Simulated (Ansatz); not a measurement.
# Relativity in SnSe

```
CELL_PARAMETERS angstrom
0.00000 3.01000 3.01000
3.01000 0.00000 3.01000
3.01000 3.01000 0.00000
ATOMIC_POSITIONS crystal
Sn 0.00000 0.00000 0.00000
Se 0.50000 0.50000 0.50000
```

Atoms are numbered in the order listed.

The cell is COD entry 9008725, as deposited and not checked against the literature; nothing was relaxed.

One fixed cell is solved with PBE by PAW with the default files in Ansatz 0.2.0 under different relativistic treatments. Pressure is positive in compression.

Settings: a Γ-centred 9×9×9 k mesh, Fermi–Dirac smearing of 0.02 eV, cutoff 420 eV, no spin polarisation.

Gaps under 0.4 eV may close at points that the mesh misses.

```tsv
setting	P (GPa)	gap over the k mesh and a high-symmetry path (eV)	lowest level at Γ above −25 eV, from the valence-band top or, without a gap, the Fermi level (eV)
scalar-relativistic	?	0.08	?
with spin–orbit coupling	0.98	0.47	-22.16
```

Task: Fill in "lowest level at Γ above −25 eV, from the valence-band top or, without a gap, the Fermi level (eV)" for the row "scalar-relativistic".

Result: -21.75.

Task: What belongs in the row "scalar-relativistic", column "P (GPa)"?

Result: 1.03.
